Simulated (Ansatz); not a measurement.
A crystal relaxed with r2SCAN in the PAW code Ansatz has space group F-43m (No. 216) and a = 4.869 Å.

| atom | site | x | y | z |
| --- | --- | --- | --- | --- |
| Be | 4a | 0.0000 | 0.0000 | 0.0000 |
| Xx | 4c | 0.2500 | 0.2500 | 0.2500 |

The r2SCAN gap is indirect, 3.59 eV (Γ to X), below the direct gap of 6.23 eV at Γ. With HSE06 the valence top lies at Γ and the conduction bottom at X, 4.09 eV higher; the smallest vertical gap, at K–Γ (0.90 of the way from K), is 6.80 eV. The PBE gap is indirect, 3.14 eV (Γ to X), below the direct gap of 5.62 eV at K–Γ (0.90 of the way from K). Meshes: r2SCAN 10×10×10, HSE06 6×6×6, PBE 10×10×10. r2SCAN's ε∞ is 4.9 in all directions.

Question: Which element is Xx?
A. S
B. Se
C. Te
D. O

Answer: A. Xx is S: a 2-atom cell of BeS (F-43m) from a materials database. Be is surrounded by 4 S at 2.11 Å; S is surrounded by 4 Be at 2.11 Å.

No spin polarisation and no zero-point or thermal motion.

The meshes of the hybrids are coarse, so their gaps aren't converged to the digits shown.
